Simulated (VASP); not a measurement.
# ZrN (Fm-3m) in VASP: notebook

Runs on ZrN. Level: PBE. Tasks: optical spectrum, band structure.

All numbers are computed with VASP 6.6.1; they aren't measurements. Logs are shortened: lines on timing, memory, paths and dates and some standing lists are left out, and cuts for length are marked.

**1. Starting point**

The structure is cubic, space group Fm-3m (No. 225). Conventional cell: a = 4.554 Å, b = 4.554 Å, c = 4.554 Å, α = 90.00°, β = 90.00°, γ = 90.00°. Zr (site symmetry m-3m) is surrounded by 6 N at 2.28 Å. Around N (site symmetry m-3m) lie 6 Zr at 2.28 Å.

**2. Optical spectrum, PBE**

INCAR reads:

```
SYSTEM = ZrN
ALGO = Normal ; CSHIFT = 0.05
EDIFF = 1E-6 ; ENCUT = 520
GGA = PE ; ISIF = 2
ISMEAR = 0 ; KPAR = 4
LASPH = .True. ; LCHARG = .False.
LOPTICS = .True. ; LREAL = .False.
LWAVE = .False. ; NBANDS = 40
NEDOS = 3000 ; NELM = 80
PREC = Accurate ; SIGMA = 0.05
WPLASMAI = 0
```

KPOINTS reads:

```
k-points
0
Gamma
  28 28 28
  0 0 0
```

POSCAR reads:

```
ZrN                                     
1.0
    0.0000000000      2.2769435765      2.2769435765
    2.2769435765      0.0000000000      2.2769435765
    2.2769435765      2.2769435765      0.0000000000
  Zr              N             
     1     1
Direct
     0.5000000000000000    0.5000000000000000    0.5000000000000000
     0.0000000000000000    0.0000000000000000    0.0000000000000000
```

Potentials or basis: VASP PAW PBE potentials, release 64 (Zr_sv, N).

Launch:

```sh
$ cat potpaw_PBE.64/Zr_sv/POTCAR potpaw_PBE.64/N/POTCAR > POTCAR
$ mpirun -np 4 vasp_std > vasp.out
```

OUTCAR:

```text
SYSTEM = ZrN
   EDIFF = 1E-6
   ENCUT = 520
   GGA = PE
   ISIF = 2
   ISMEAR = 0
   LASPH = .True.
   LREAL = .False.
   NELM = 80
   PREC = Accurate

 ion  position               nearest neighbor table
   1  0.500  0.500  0.500-   2 2.28   2 2.28   2 2.28   2 2.28   2 2.28   2 2.28
   2  0.000  0.000  0.000-   1 2.28   1 2.28   1 2.28   1 2.28   1 2.28   1 2.28

  LATTYP: Found a face centered cubic cell.
 ALAT       =     4.5538871530

  Lattice vectors:

 A1 = (   0.0000000000,   2.2769435765,   2.2769435765)
 A2 = (   2.2769435765,   0.0000000000,   2.2769435765)
 A3 = (   2.2769435765,   2.2769435765,   0.0000000000)

Analysis of symmetry for initial positions (statically):
=====================================================================
 Subroutine PRICEL returns:
 Original cell was already a primitive cell.

 Routine SETGRP: Setting up the symmetry group for a
 face centered cubic supercell.

 Subroutine GETGRP returns: Found 48 space group operations
 (whereof 48 operations were pure point group operations)
 out of a pool of 48 trial point group operations.

The static configuration has the point symmetry O_h .

Analysis of symmetry for dynamics (positions and initial velocities):
=====================================================================
 Subroutine PRICEL returns:
 Original cell was already a primitive cell.

 Routine SETGRP: Setting up the symmetry group for a
 face centered cubic supercell.

 Subroutine GETGRP returns: Found 48 space group operations
 (whereof 48 operations were pure point group operations)
 out of a pool of 48 trial point group operations.

The dynamic configuration has the point symmetry O_h .

 Subroutine INISYM returns: Found 48 space group operations
 (whereof 48 operations are pure point group operations),
 and found     1 'primitive' translations

----------------------------------------------------------------------------------------

                                     Primitive cell

  volume of cell :      23.6095

  direct lattice vectors                    reciprocal lattice vectors
     0.000000000  2.276943576  2.276943576    -0.219592618  0.219592618  0.219592618
     2.276943576  0.000000000  2.276943576     0.219592618 -0.219592618  0.219592618
     2.276943576  2.276943576  0.000000000     0.219592618  0.219592618 -0.219592618

  length of vectors
     3.220084487  3.220084487  3.220084487     0.380345571  0.380345571  0.380345571

  position of ions in fractional coordinates (direct lattice)
     0.500000000  0.500000000  0.500000000
     0.000000000  0.000000000  0.000000000

  ion indices of the primitive-cell ions
   primitive index   ion index
                 1           1
                 2           2

----------------------------------------------------------------------------------------

 KPOINTS: k-points

Automatic generation of k-mesh.
 Grid dimensions read from file:
 generate k-points for:   28   28   28

 Generating k-lattice:

  Cartesian coordinates                     Fractional coordinates (reciprocal lattice)
    -0.007842593  0.007842593  0.007842593     0.035714286  0.000000000  0.000000000
     0.007842593 -0.007842593  0.007842593     0.000000000  0.035714286  0.000000000
     0.007842593  0.007842593 -0.007842593     0.000000000  0.000000000  0.035714286

  Length of vectors
     0.013583770  0.013583770  0.013583770

  Shift w.r.t. Gamma in fractional coordinates (k-lattice)
     0.000000000  0.000000000  0.000000000

 Subroutine IBZKPT returns following result:
 ===========================================

 Found    624 irreducible k-points:

 Following reciprocal coordinates:
            Coordinates               Weight
  0.000000  0.000000  0.000000      1.000000
  0.035714  0.000000  0.000000      8.000000
  0.071429  0.000000  0.000000      8.000000
  0.107143  0.000000  0.000000      8.000000
  0.142857  0.000000  0.000000      8.000000
  0.178571  0.000000  0.000000      8.000000
[... 16 lines left out ...]
  0.285714  0.035714  0.000000     24.000000
  0.321429  0.035714  0.000000     24.000000
 [... further k-points ...]
   k-points           NKPTS =    624   k-points in BZ     NKDIM =    624   number of bands    NBANDS=     40
   number of dos      NEDOS =   3000   number of ions     NIONS =      2
   total plane-waves  NPLWV =  13824
   dimension x,y,z NGX =    24 NGY =   24 NGZ =   24
   dimension x,y,z NGXF=    48 NGYF=   48 NGZF=   48
   ions per type =               1   1
   NGX,Y,Z   is equivalent  to a cutoff of  12.39, 12.39, 12.39 a.u.
   NGXF,Y,Z  is equivalent  to a cutoff of  24.78, 24.78, 24.78 a.u.
 SYSTEM =  ZrN
   PREC   = accura    normal or accurate (medium, high low for compatibility)
   ISTART =      0    job   : 0-new  1-cont  2-samecut
   ICHARG =      2    charge: 1-file 2-atom 10-const
   ISPIN  =      1    spin polarized calculation?
   LNONCOLLINEAR =      F non collinear calculations
   LSORBIT =      F    spin-orbit coupling
   LASPH  =      T    aspherical Exc in radial PAW
   ENCUT  =  520.0 eV  38.22 Ry    6.18 a.u.   5.99  5.99  5.99*2*pi/ulx,y,z
   NELM   =     80;   NELMIN=  2; NELMDL= -5     # of ELM steps
   EDIFF  = 0.1E-05   stopping-criterion for ELM
   LREAL  =      F    real-space projection
   EDIFFG = 0.1E-04   stopping-criterion for IOM
   NSW    =      0    number of steps for IOM
   IBRION =     -1    ionic relax: 0-MD 1-quasi-New 2-CG
   NFREE  =      0    steps in history (QN), initial steepest desc. (CG)
   ISIF   =      2    stress and relaxation
   ISYM   =      2    0-nonsym 1-usesym 2-fastsym
   POTIM  = 0.5000    time-step for ionic-motion
   TEBEG  =    0.0;   TEEND  =   0.0 temperature during run
   PSTRESS=    0.0 pullay stress
   NELECT =      17.0000    total number of electrons
   NUPDOWN=      -1.0000    fix difference up-down
   EMIN   =  10.00;   EMAX   =-10.00  energy-range for DOS
   EFERMI =   0.00;   METHOD = LEGACY
   ISMEAR =     0;   SIGMA  =   0.05  broadening in eV -4-tet -1-fermi 0-gaus
   EFERMI_NEDOS =   21; number of points for ismear=-14 and -15
   IALGO  =     38    algorithm
   IMIX   =      4    mixing-type and parameters
     AMIX     =   0.40;   BMIX     =  1.00
     AMIX_MAG =   1.60;   BMIX_MAG =  1.00
  volume/ion in A,a.u.               =      11.80        79.66
  Fermi-wavevector in a.u.,A,eV,Ry     =   1.467334  2.772858 29.294268  2.153068
  Thomas-Fermi vector in A             =   2.582964
   LORBIT       =      0    0 simple, 1 ext, 2 COOP (PROOUT), +10 PAW based schemes
   GGA     = PE    functional components
   LHFCALC =     F    Hartree Fock is set to
   AEXX    =    0.0000 exact exchange contribution
   IVDW    =     0    specifies the selected vdW correction
   LEPSILON=     F    determine dielectric tensor
   LRPA    =     F    only Hartree local field effects (RPA)
 non-spin polarized calculation
 Gauss-broadening in eV      SIGMA  =   0.05
  energy-cutoff  :      520.00
  volume of cell :       23.61
 maximum number of plane-waves:       648
   NGX = 11   NGY = 11   NGZ = 11

 number of electron      16.9999999 magnetization

 Free energy of the ion-electron system (eV)
  ---------------------------------------------------
  ext. energy  EPLUGINS =         0.00000000
  ---------------------------------------------------
  free energy    TOTEN  =       -20.35474093 eV

  energy without entropy =      -20.35381276  energy(sigma->0) =      -20.35427685

 E-fermi :  12.2469     XC(G=0): -12.6112

 val. band max:       12.2467355004   @ k =   0.2500   0.0714   0.0357
 cond. band min:      12.2490096726   @ k =  -0.3929   0.3929   0.1786
 fundamental gap:      0.0022741722
 Fermi energy:        12.2469090308

 k-point     1 :       0.0000    0.0000    0.0000
  band No.  band energies     occupation
      1     -37.3026      2.00000
      2     -14.9020      2.00000
      3     -14.9020      2.00000
      4     -14.9020      2.00000
      5      -4.1259      2.00000
      6       9.5485      2.00000
[... 12 lines left out ...]
     19      37.3477      0.00000
     20      37.3477      0.00000
[... 507 lines left out ...]
 k-point    24 :       0.3214    0.0357    0.0000
  band No.  band energies     occupation
      1     -37.1963      2.00000
      2     -15.7820      2.00000
      3     -14.9860      2.00000
      4     -14.9668      2.00000
      5      -2.6105      2.00000
      6       5.7487      2.00000
[... 12 lines left out ...]
     19      35.8627      0.00000
     20      36.4155      0.00000

 [... further k-points ...]

 [bands above 20 left out]

------------------------ aborting loop because EDIFF is reached ----------------------------------------

  FORCE on cell =-STRESS in cart. coord.  units (eV):
  Direction    XX          YY          ZZ          XY          YZ          ZX
  --------------------------------------------------------------------------------------
  -------------------------------------------------------------------------------------
  Total        1.0799257      1.0799257      1.0799257      0.0000000      0.0000000      0.0000000
  in kB       73.2854335     73.2854335     73.2854335      0.0000000      0.0000000      0.0000000
  external PRESSURE =      73.2854335 kB  Pullay stress =       0.0000000 kB

 VOLUME and BASIS-vectors are now :
 -----------------------------------------------------------------------------
  energy-cutoff  :      520.00
  volume of cell :       23.61
      direct lattice vectors                 reciprocal lattice vectors
     0.000000000  2.276943576  2.276943576    -0.219592618  0.219592618  0.219592618
     2.276943576  0.000000000  2.276943576     0.219592618 -0.219592618  0.219592618
     2.276943576  2.276943576  0.000000000     0.219592618  0.219592618 -0.219592618

 POSITION                                       TOTAL-FORCE (eV/Angst)
 -----------------------------------------------------------------------------------
      2.27694      2.27694      2.27694        -0.000000     -0.000000     -0.000000
      0.00000      0.00000      0.00000         0.000000      0.000000      0.000000
 -----------------------------------------------------------------------------------
    total drift:                                0.000000     -0.000000      0.000000

  FREE ENERGIE OF THE ION-ELECTRON SYSTEM (eV)
  ---------------------------------------------------
  free  energy   TOTEN  =       -20.3547409327 eV

  energy  without entropy=      -20.3538127612  energy(sigma->0) =      -20.35427685

 electrical conductivity sigma (Mega S m-1) (frequency dependency in vasprun.xml)
  --------------------------------------------------------------------------------------
       0.177      -0.000      -0.000
      -0.000       0.177      -0.000
       0.000       0.000       0.177

  frequency dependent IMAGINARY DIELECTRIC FUNCTION (independent particle, no local field effects) density-density
     E(ev)      X         Y         Z        XY        YZ        ZX
  --------------------------------------------------------------------------------------------------------------
     0.00000     0.00000     0.00000     0.00000     0.00000     0.00000     0.00000
     1.28950     0.35167     0.35167     0.35167    -0.00000    -0.00000    -0.00000
     2.57900     0.51061     0.51061     0.51061     0.00000     0.00000     0.00000
     3.86849     1.76889     1.76889     1.76889     0.00000     0.00000     0.00000
     5.15799     6.91571     6.91571     6.91571     0.00000     0.00000     0.00000
     6.44749     9.18265     9.18265     9.18265    -0.00000    -0.00000    -0.00000
[... 92 lines left out ...]
   126.37076     0.00004     0.00004     0.00004    -0.00000    -0.00000    -0.00000
   127.66026     0.00004     0.00004     0.00004    -0.00000    -0.00000    -0.00000

  frequency dependent      REAL DIELECTRIC FUNCTION (independent particle, no local field effects) density-density
     E(ev)        X           Y           Z          XY          YZ          ZX
  --------------------------------------------------------------------------------------------------------------
     0.00000   382.11340   382.11340   382.11340     0.00000    -0.00000    -0.00000
     1.28950     5.26567     5.26567     5.26567     0.00000     0.00000     0.00000
     2.57900     7.43965     7.43965     7.43965     0.00000     0.00000     0.00000
     3.86849     8.52576     8.52576     8.52576    -0.00000     0.00000    -0.00000
     5.15799     9.21562     9.21562     9.21562    -0.00000     0.00000    -0.00000
     6.44749     4.94954     4.94954     4.94954     0.00000     0.00000     0.00000
[... 92 lines left out ...]
   126.37076     0.94774     0.94774     0.94774     0.00000     0.00000     0.00000
   127.66026     0.94886     0.94886     0.94886     0.00000     0.00000     0.00000

  frequency dependent IMAGINARY DIELECTRIC FUNCTION (independent particle, no local field effects) current-current
     E(ev)      X         Y         Z        XY        YZ        ZX
  --------------------------------------------------------------------------------------------------------------
     0.00000   357.33795   357.33795   357.33795     0.00000     0.00000    -0.00000
     1.28950     0.68323     0.68323     0.68323    -0.00000    -0.00000     0.00000
     2.57900     0.76169     0.76169     0.76169    -0.00000     0.00000    -0.00000
     3.86849     1.96026     1.96026     1.96026     0.00000     0.00000    -0.00000
     5.15799     7.07469     7.07469     7.07469    -0.00000    -0.00000     0.00000
     6.44749     9.24295     9.24295     9.24295    -0.00000    -0.00000    -0.00000
[... 92 lines left out ...]
   126.37076     0.00000     0.00000     0.00000    -0.00000    -0.00000     0.00000
   127.66026     0.00000     0.00000     0.00000    -0.00000    -0.00000     0.00000

  frequency dependent      REAL DIELECTRIC FUNCTION (independent particle, no local field effects) current-current
     E(ev)        X           Y           Z          XY          YZ          ZX
  --------------------------------------------------------------------------------------------------------------
     0.00000  -127.40027  -127.40027  -127.40027    -0.00000    -0.00000     0.00000
     1.28950     6.26787     6.26787     6.26787    -0.00000    -0.00000     0.00000
     2.57900     7.67676     7.67676     7.67676    -0.00000    -0.00000     0.00000
     3.86849     8.59660     8.59660     8.59660    -0.00000    -0.00000     0.00000
     5.15799     9.14409     9.14409     9.14409     0.00000     0.00000     0.00000
     6.44749     4.84303     4.84303     4.84303    -0.00000    -0.00000     0.00000
[... 92 lines left out ...]
   126.37076     0.94785     0.94785     0.94785     0.00000     0.00000     0.00000
   127.66026     0.94896     0.94896     0.94896     0.00000     0.00000     0.00000
```

Run time: 2.3 min. Hardware: 4 MPI ranks of Intel Xeon Platinum 8488C (Sapphire Rapids), shared host; peak memory 0.87 GiB.

Results:

```
Free energy            : -20.3547 eV
Pressure               : 7.3 GPa
Band gap on the k mesh : none (metal or under the smearing width)
```

Dielectric function (mean over the directions given):
| energy (eV) | real part | imaginary part |
| --- | --- | --- |
| 0.26 | -34.79 | 20.40 |
| 1.29 | 5.27 | 0.35 |
| 2.32 | 6.99 | 0.53 |
| 3.35 | 8.09 | 1.31 |
| 4.38 | 10.22 | 3.15 |
| 5.42 | 8.29 | 7.00 |
| 6.45 | 4.95 | 9.18 |
| 7.48 | 3.87 | 8.52 |
| 8.51 | 1.32 | 8.14 |
| 9.54 | -0.85 | 7.27 |
| 10.57 | -2.67 | 3.86 |
| 11.61 | -3.21 | 1.91 |
| 12.64 | -1.16 | 1.06 |
| 13.67 | -0.07 | 0.81 |
| 14.70 | 0.67 | 1.01 |
| 15.73 | 0.70 | 1.28 |
| 16.76 | 0.39 | 1.78 |
| 17.80 | 0.25 | 1.57 |
| 18.83 | 0.00 | 1.21 |
| 19.94 | 0.08 | 1.09 |

Caveat: independent-particle spectra lack excitons; the intraband (Drude) part of a metal's response may be missing.

(Continued in part 2 of 3.)
